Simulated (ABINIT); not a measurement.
**How the form of the self-energy moves the gap of LiBr (Fm-3m)**

Aim: compare treatments of exchange, screening and correlation for the gap of LiBr (Fm-3m).

Main program and level: ABINIT 10.8.3; PBE and many-body steps on it, plane waves.

## Step 1: Starting point

It takes space group Fm-3m (No. 225, cubic). The conventional cell has a = 5.501 Å, b = 5.501 Å, c = 5.501 Å, α = 90.00°, β = 90.00°, γ = 90.00°. Li has 6 Br at 2.75 Å nearest. Nearest to Br lie 6 Li at 2.75 Å. Farther neighbours and most contacts between anions are not listed.

Structure file:

```cif
data_structure
_symmetry_space_group_name_H-M 'P 1'
_symmetry_Int_Tables_number 1
_cell_length_a 3.8900
_cell_length_b 3.8900
_cell_length_c 3.8900
_cell_angle_alpha 60.000
_cell_angle_beta 60.000
_cell_angle_gamma 60.000
_cell_volume 41.62
loop_
_atom_site_label
_atom_site_type_symbol
_atom_site_fract_x
_atom_site_fract_y
_atom_site_fract_z
_atom_site_occupancy
Li1 Li 0.00000 0.00000 0.00000 1
Br2 Br 0.50000 0.50000 0.50000 1
```

The cell and positions come from the Crystallography Open Database and are kept as given unless a step says otherwise.

## Step 2: Empty states on the mesh, 6×6×6 mesh, 264 bands

This step: ABINIT 10.8.3; DFT, PBE, plane waves, norm-conserving pseudopotentials.

The sums over transitions need many empty states on a uniform mesh; this step solves for them.

run.abi reads:

```
acell 3*1.0 Angstrom
rprim 
  0.000000000000 2.750650000000 2.750650000000
  2.750650000000 0.000000000000 2.750650000000
  2.750650000000 2.750650000000 0.000000000000
ntypat 2
znucl 3 35
natom 2
typat 1 2
xred 
  0.000000000000 0.000000000000 0.000000000000
  0.500000000000 0.500000000000 0.500000000000
pp_dirpath "pseudos"
pseudos "Li.upf, Br.upf"
ecut 33
ngkpt 6 6 6
nshiftk 1
shiftk 0 0 0
kptopt 1
chksymbreak 0
irdden 1
istwfk *1
nband 264
prtvol 0
optdriver 6
gwr_task "HDIAGO"
paral_kgb 0
occopt 1
indata_prefix "in"
outdata_prefix "out"
tmpdata_prefix "tmp"
```

Command:

```sh
OMP_NUM_THREADS=1 mpirun -n 8 abinit run.abi > log
```

Output:

```text
.Version 10.8.3 of ABINIT. v10.8.2 released Aug 2026.

 Symmetries : space group Fm -3 m (#225); Bravais cF (face-center cubic)
[... echo of the input left out ...]
== DATASET  1 ==================================================================
-   mpi_nproc: 8, omp_nthreads: 1 (-1 if OMP is not activated)

--- !DatasetInfo
iteration_state: {dtset: 1, }
dimensions: {natom: 2, nkpt: 16, mband: 264, nsppol: 1, nspinor: 1, nspden: 1, mpw: 2637, }
cutoff_energies: {ecut:  33.0, pawecutdg:  -1.0, }
[...]
Direct band gap semiconductor
 Fundamental gap:     4.938 (eV)
   VBM:     0.621 (eV) at k: [ 0.0000E+00,  0.0000E+00,  0.0000E+00]
   CBM:     5.559 (eV) at k: [ 0.0000E+00,  0.0000E+00,  0.0000E+00]
 Direct gap:         4.938 (eV) at k: [ 0.0000E+00,  0.0000E+00,  0.0000E+00]

== END DATASET(S) ==============================================================
================================================================================

 -outvars: echo values of variables after computation  --------
           etotal      0.0000000000E+00
            nband         264
             nkpt          16
          spgroup         225
 [... the other variables as echoed above ...]

 Calculation completed.
```

Wall time 22 s (8 MPI ranks of Intel Xeon Platinum 8488C (Sapphire Rapids), shared host); peak memory 3.4 GiB.

This step gave:

| Item | Value |
| --- | --- |
| gap | 4.938 eV |
| k of the valence top | 0, 0, 0 |
| k of the conduction bottom | 0, 0, 0 |
| least direct gap | 4.938 eV |
| k points computed | 16 |
| lowest point of the top converged band, above the valence top | 174.8862 eV |

On this mesh the gap is 4.938 eV.

The density comes from a self-consistent run that is not shown.

## Step 3: Screening, 6×6×6 mesh, 256 bands, screening to 266.7 eV

The RPA dielectric matrix is built and inverted for each q.

This step: RPA screening on PBE, plane waves, norm-conserving pseudopotentials.

run.abi, as its differences from that of step 2:

```diff
@@ -20,10 +20,11 @@
 chksymbreak 0
-irdden 1
 istwfk *1
-nband 264
-prtvol 0
-optdriver 6
-gwr_task "HDIAGO"
-paral_kgb 0
 occopt 1
+irdwfk 1
+optdriver 3
+nband 256
+ecuteps 9.8
+inclvkb 2
+awtr 1
+symchi 1
 indata_prefix "in"
```

Output:

```text
.Version 10.8.3 of ABINIT. v10.8.2 released Aug 2026.

 Symmetries : space group Fm -3 m (#225); Bravais cF (face-center cubic)
[... echo of the input left out ...]
== DATASET  1 ==================================================================
-   mpi_nproc: 8, omp_nthreads: 1 (-1 if OMP is not activated)

--- !DatasetInfo
iteration_state: {dtset: 1, }
dimensions: {natom: 2, nkpt: 16, mband: 256, nsppol: 1, nspinor: 1, nspden: 1, mpw: 2637, }
cutoff_energies: {ecut:  33.0, pawecutdg:  -1.0, }
electrons: {nelect:   1.00000000E+01, charge:   0.00000000E+00, occopt:   1.00000000E+00, tsmear:   1.00000000E-02, }

 SCREENING: Calculation of the susceptibility and dielectric matrices

 Based on a program developped by R.W. Godby, V. Olevano, G. Onida, and L. Reining.
 Incorporated in ABINIT by V. Olevano, G.-M. Rignanese, and M. Torrent.
.Using double precision arithmetic ; gwpc =  8

[... cell and pseudopotentials left out ...]
--------------------------------------------------------------------------------

 ==== K-mesh for the wavefunctions ====
 Number of points in the irreducible wedge :    16
[... list of points left out ...]
 Together with 48 symmetry operations and time-reversal symmetry
 yields   216 points in the full Brillouin Zone.

 ==== Q-mesh for the screening function ====
 Number of points in the irreducible wedge :    16
[... list of points left out ...]
 Together with 48 symmetry operations and time-reversal symmetry
 yields   216 points in the full Brillouin Zone.

 setmesh: FFT mesh size selected  =    30x   30x   30
          total number of points  =        27000

 vcoul_init : cutoff-mode = AUXILIARY_FUNCTION
 q-points for optical limit:   1
     1)      0.000010    0.000020    0.000030

- screening: taking advantage of time-reversal symmetry
- Maximum band index for partially occupied states nbvw = 5
- Remaining bands to be divided among processors   nbcw = 251
- Number of bands treated by each node ~31

 Number of electrons calculated from density =   10.0000; Expected =   10.0000
 average of density, n =  0.035601
 r_s =    1.8857
 omega_plasma =   18.2008 [eV]

 calculating chi0 at frequencies [eV] :
  1    0.000000E+00    0.000000E+00
  2    0.000000E+00    1.820075E+01

--------------------------------------------------------------------------------
  q-point number  1        q = ( 0.000000, 0.000000, 0.000000) [r.l.u.]
--------------------------------------------------------------------------------
[... chi0 elements left out ...]
 For q-point:  0.000010 0.000020 0.000030
  dielectric constant =   3.1700
  dielectric constant without local fields =   3.7701

  Average fulfillment of the sum rule on Im[epsilon] for q-point    1 :     96.89  [%]
[... wings left out ...]
  q-point number  2        q = ( 0.166667, 0.000000, 0.000000) [r.l.u.]
--------------------------------------------------------------------------------
[... chi0 elements left out ...]
  Average fulfillment of the sum rule on Im[epsilon] for q-point    2 :    101.63  [%]

 [... 14 further q-points ...]
```

Run time: 2.2 min. Hardware: 8 MPI ranks; peak memory 3.4 GiB; 17 min of CPU time.

This step gave:

```yaml
eps_infinity_with_local_fields_on_this_mesh_along_the_program_s_q_direction: 3.17
the_same_without_local_fields: 3.770
plasma_frequency: 18.20 eV
plane_waves_in_the_screening_matrix: 411
```

Local fields lower ε∞ by 16 %.

## Step 4: G0W0, Godby-Needs plasmon pole

The self-energy is evaluated for the states that the input lists, and the levels follow from it, in one-shot runs by the linearised quasiparticle equation.

This step: G0W0 on PBE, plane waves, norm-conserving pseudopotentials.

run.abi, as its differences from that of step 3:

```diff
@@ -23,8 +23,15 @@
 irdwfk 1
-optdriver 3
+optdriver 4
 nband 256
+gwcalctyp 0
+ecutsigx 33
+symsigma 1
+nkptgw 1
+kptgw 
+  0.0000000000 0.0000000000 0.0000000000
+bdgw 
+  3 9
 ecuteps 9.8
-inclvkb 2
-awtr 1
-symchi 1
+irdscr 1
+ppmodel 1
 indata_prefix "in"
```

Output:

```text
.Version 10.8.3 of ABINIT. v10.8.2 released Aug 2026.

 Symmetries : space group Fm -3 m (#225); Bravais cF (face-center cubic)
[... echo of the input left out ...]
== DATASET  1 ==================================================================
-   mpi_nproc: 8, omp_nthreads: 1 (-1 if OMP is not activated)

--- !DatasetInfo
iteration_state: {dtset: 1, }
dimensions: {natom: 2, nkpt: 16, mband: 256, nsppol: 1, nspinor: 1, nspden: 1, mpw: 2637, }
cutoff_energies: {ecut:  33.0, pawecutdg:  -1.0, }
electrons: {nelect:   1.00000000E+01, charge:   0.00000000E+00, occopt:   1.00000000E+00, tsmear:   1.00000000E-02, }

 SIGMA: Calculation of the GW corrections

 Based on a program developped by R.W. Godby, V. Olevano, G. Onida, and L. Reining.
 Incorporated in ABINIT by V. Olevano, G.-M. Rignanese, and M. Torrent.
.Using double precision arithmetic ; gwpc =  8

[... cell and pseudopotentials left out ...]
--------------------------------------------------------------------------------

 ==== K-mesh for the wavefunctions ====
 Number of points in the irreducible wedge :    16
[... list of points left out ...]
 Together with 48 symmetry operations and time-reversal symmetry
 yields   216 points in the full Brillouin Zone.

 ==== Q-mesh for screening function ====
 Number of points in the irreducible wedge :    16
[... list of points left out ...]
 Together with 48 symmetry operations and time-reversal symmetry
 yields   216 points in the full Brillouin Zone.

 vcoul_init : cutoff-mode = AUXILIARY_FUNCTION
 q-points for optical limit:   1
     1)      0.000010    0.000020    0.000030
 setmesh: FFT mesh size selected  =    40x   40x   40
          total number of points  =        64000

 Number of electrons calculated from density =   10.0000; Expected =   10.0000
 average of density, n =  0.035601
 r_s =    1.8857
 omega_plasma =   18.2008 [eV]

 === KS Band Gaps ===
  >>>> For spin  1
   Minimum direct gap =   4.9381 [eV], located at k-point      :   0.0000  0.0000  0.0000
   Fundamental gap    =   4.9381 [eV], Top of valence bands at :   0.0000  0.0000  0.0000
                                       Bottom of conduction at :   0.0000  0.0000  0.0000
 SIGMA fundamental parameters:
 PLASMON POLE MODEL  1
 number of plane-waves for SigmaX                 2637
 number of plane-waves for SigmaC and W            411
 number of plane-waves for wavefunctions          2637
 number of bands                                   256
 number of independent spin polarizations            1
 number of spinorial components                      1
 number of k-points in IBZ                          16
 number of q-points in IBZ                          16
 number of symmetry operations                      48
 number of k-points in BZ                          216
 number of q-points in BZ                          216
 number of frequencies for dSigma/dE                 9
 frequency step for dSigma/dE [eV]                0.25
 number of omega for Sigma on real axis              0
 max omega for Sigma on real axis  [eV]           0.00
 zcut for avoiding poles [eV]                     0.10

 EPSILON^-1 parameters (SCR file):
 dimension of the eps^-1 matrix on file            411
 dimension of the eps^-1 matrix used               411
 number of plane-waves for wavefunctions          2637
 number of bands                                   256
 number of q-points in IBZ                          16
 number of frequencies                               2
 number of real frequencies                          1
 number of imag frequencies                          1

 matrix elements of self-energy operator (all in [eV])

 Perturbative Calculation

--- !SelfEnergy_ee
iteration_state: {dtset: 1, }
kpoint     : [   0.000,    0.000,    0.000, ]
spin       : 1
KS_gap     :    4.938
QP_gap     :    7.142
Delta_QP_KS:    2.204
data: !SigmaeeData |
     Band     E0 <VxcDFT>   SigX SigC(E0)      Z dSigC/dE  Sig(E)    E-E0       E
        3   0.621 -13.197 -16.770   1.551   0.804  -0.243 -14.823  -1.626  -1.005
        4   0.621 -13.197 -16.770   1.551   0.804  -0.243 -14.823  -1.626  -1.005
        5   0.621 -13.197 -16.770   1.551   0.804  -0.243 -14.823  -1.626  -1.005
        6   5.559  -8.505  -4.368  -3.450   0.840  -0.190  -7.927   0.577   6.136
        7  11.140  -8.415  -3.746  -3.769   0.833  -0.201  -7.665   0.750  11.890
        8  11.140  -8.415  -3.746  -3.769   0.833  -0.201  -7.665   0.750  11.890
        9  11.140  -8.415  -3.746  -3.769   0.833  -0.201  -7.665   0.750  11.890

== END DATASET(S) ==============================================================
================================================================================

 -outvars: echo values of variables after computation  --------
           etotal      0.0000000000E+00
            nband         256
             nkpt          16
          spgroup         225
 [... the other variables as echoed above ...]

 Calculation completed.
```

Wall time 25 s (8 MPI ranks); peak memory 4 GiB.

This step gave:

* G0W0 gap on the points computed: 7.141 eV
* starting gap on the mesh: 4.938 eV
* k of the valence top: 0, 0, 0
* k of the conduction bottom: 0, 0, 0
* Z at the valence top: 0.804
* Z at the conduction bottom: 0.84
* least direct G0W0 gap on the computed points: 7.141 eV

The gap on the mesh goes from 4.94 eV to 7.14 eV, a correction of +2.20 eV.

## Step 5: G0W0, Hybertsen-Louie plasmon pole

run.abi, as its differences from that of step 4:

```diff
@@ -35,3 +35,3 @@
 irdscr 1
-ppmodel 1
+ppmodel 2
 indata_prefix "in"
```

Output:

```text
.Version 10.8.3 of ABINIT. v10.8.2 released Aug 2026.

 Symmetries : space group Fm -3 m (#225); Bravais cF (face-center cubic)
[... echo of the input left out ...]
== DATASET  1 ==================================================================
-   mpi_nproc: 8, omp_nthreads: 1 (-1 if OMP is not activated)

--- !DatasetInfo
iteration_state: {dtset: 1, }
dimensions: {natom: 2, nkpt: 16, mband: 256, nsppol: 1, nspinor: 1, nspden: 1, mpw: 2637, }
cutoff_energies: {ecut:  33.0, pawecutdg:  -1.0, }
electrons: {nelect:   1.00000000E+01, charge:   0.00000000E+00, occopt:   1.00000000E+00, tsmear:   1.00000000E-02, }

 SIGMA: Calculation of the GW corrections

 Based on a program developped by R.W. Godby, V. Olevano, G. Onida, and L. Reining.
 Incorporated in ABINIT by V. Olevano, G.-M. Rignanese, and M. Torrent.
.Using double precision arithmetic ; gwpc =  8

[... cell and pseudopotentials left out ...]
--------------------------------------------------------------------------------

 ==== K-mesh for the wavefunctions ====
 Number of points in the irreducible wedge :    16
[... list of points left out ...]
 Together with 48 symmetry operations and time-reversal symmetry
 yields   216 points in the full Brillouin Zone.

 ==== Q-mesh for screening function ====
 Number of points in the irreducible wedge :    16
[... list of points left out ...]
 Together with 48 symmetry operations and time-reversal symmetry
 yields   216 points in the full Brillouin Zone.

 vcoul_init : cutoff-mode = AUXILIARY_FUNCTION
 q-points for optical limit:   1
     1)      0.000010    0.000020    0.000030
 setmesh: FFT mesh size selected  =    40x   40x   40
          total number of points  =        64000

 Number of electrons calculated from density =   10.0000; Expected =   10.0000
[...]
number of q-points in BZ                          216
 number of frequencies for dSigma/dE                 9
 frequency step for dSigma/dE [eV]                0.25
 number of omega for Sigma on real axis              0
 max omega for Sigma on real axis  [eV]           0.00
 zcut for avoiding poles [eV]                     0.10

 EPSILON^-1 parameters (SCR file):
 dimension of the eps^-1 matrix on file            411
 dimension of the eps^-1 matrix used               411
 number of plane-waves for wavefunctions          2637
 number of bands                                   256
 number of q-points in IBZ                          16
 number of frequencies                               2
 number of real frequencies                          1
 number of imag frequencies                          1

 matrix elements of self-energy operator (all in [eV])

 Perturbative Calculation

--- !SelfEnergy_ee
iteration_state: {dtset: 1, }
kpoint     : [   0.000,    0.000,    0.000, ]
spin       : 1
KS_gap     :    4.938
QP_gap     :    7.299
Delta_QP_KS:    2.361
data: !SigmaeeData |
     Band     E0 <VxcDFT>   SigX SigC(E0)      Z dSigC/dE  Sig(E)    E-E0       E
        3   0.621 -13.197 -16.770   1.198   0.834  -0.199 -15.177  -1.981  -1.359
        4   0.621 -13.197 -16.770   1.198   0.834  -0.199 -15.177  -1.981  -1.359
        5   0.621 -13.197 -16.770   1.198   0.834  -0.199 -15.177  -1.981  -1.359
        6   5.559  -8.505  -4.368  -3.697   0.865  -0.157  -8.124   0.380   5.940
        7  11.140  -8.415  -3.746  -3.988   0.861  -0.162  -7.828   0.586  11.726
        8  11.140  -8.415  -3.746  -3.988   0.861  -0.162  -7.828   0.586  11.726
        9  11.140  -8.415  -3.746  -3.988   0.861  -0.162  -7.828   0.586  11.726

== END DATASET(S) ==============================================================
================================================================================

 -outvars: echo values of variables after computation  --------
           etotal      0.0000000000E+00
            nband         256
             nkpt          16
          spgroup         225
 [... the other variables as echoed above ...]

 Calculation completed.
```

It took 27 s on 8 MPI ranks; peak memory 3.6 GiB; 3.5 min of CPU time.

This step gave:

| Quantity | Value |
| --- | --- |
| G0W0 gap on the points computed | 7.299 eV |
| starting gap on the mesh | 4.938 eV |
| k of the valence top | 0, 0, 0 |
| k of the conduction bottom | 0, 0, 0 |
| Z at the valence top | 0.834 |
| Z at the conduction bottom | 0.865 |
| least direct G0W0 gap on the computed points | 7.299 eV |

Against G0W0 in ABINIT (6×6×6 mesh, 256 bands, screening to 266.7 eV, Godby-Needs plasmon pole), the gap moves by +0.158 eV.

## Step 6: G0W0, von der Linden-Horsch plasmon pole

run.abi, as its differences from that of step 5:

```diff
@@ -35,3 +35,3 @@
 irdscr 1
-ppmodel 2
+ppmodel 3
 indata_prefix "in"
```

Output:

```text
.Version 10.8.3 of ABINIT. v10.8.2 released Aug 2026.

 Symmetries : space group Fm -3 m (#225); Bravais cF (face-center cubic)
[... echo of the input left out ...]
== DATASET  1 ==================================================================
-   mpi_nproc: 8, omp_nthreads: 1 (-1 if OMP is not activated)

--- !DatasetInfo
iteration_state: {dtset: 1, }
dimensions: {natom: 2, nkpt: 16, mband: 256, nsppol: 1, nspinor: 1, nspden: 1, mpw: 2637, }
cutoff_energies: {ecut:  33.0, pawecutdg:  -1.0, }
[...]
7  11.140  -8.415  -3.746  -4.117   0.877  -0.140  -7.930   0.484  11.625
        8  11.140  -8.415  -3.746  -4.117   0.877  -0.140  -7.930   0.484  11.625
        9  11.140  -8.415  -3.746  -4.117   0.877  -0.140  -7.930   0.484  11.625

== END DATASET(S) ==============================================================
================================================================================

 -outvars: echo values of variables after computation  --------
           etotal      0.0000000000E+00
            nband         256
             nkpt          16
          spgroup         225
 [... the other variables as echoed above ...]

 Calculation completed.
```

The job ended after 17 s (8 MPI ranks; peak memory 3 GiB; 2.2 min of CPU time).

This step gave:

```
G0W0 gap on the points computed              : 7.266 eV
starting gap on the mesh                     : 4.938 eV
k of the valence top                         : 0, 0, 0
k of the conduction bottom                   : 0, 0, 0
least direct G0W0 gap on the computed points : 7.266 eV
```

Against G0W0 in ABINIT (6×6×6 mesh, 256 bands, screening to 266.7 eV, Godby-Needs plasmon pole), the gap moves by +0.125 eV.

(Continued in part 2 of 2.)

[Paths, hosts, dates, memory and timing lines, banners, echoed tables and standing remarks are left out of the program output.]

[Logs are printed without paths, hosts, clocks, repeated set-up lines and the standing remarks that a program may print on its own settings, such as how far it seeks lower states.]

[Runs of the session that timed out or met a known fault of the program may be left out.]

[Hosts, paths, dates, database ids (printed as entryN), source tags and the programs' standing remarks are cut or masked in the printed files.]

[G0W0 gaps are taken among the corrected bands and points alone; a level outside them can change the order at an edge.]

[Where Ansatz stands beside ABINIT at settings called matched, ABINIT's density can come from a denser mesh and the files from another edition; pairs whose starting gaps differed by over 0.03 eV were left out, so agreement reads better than it is.]
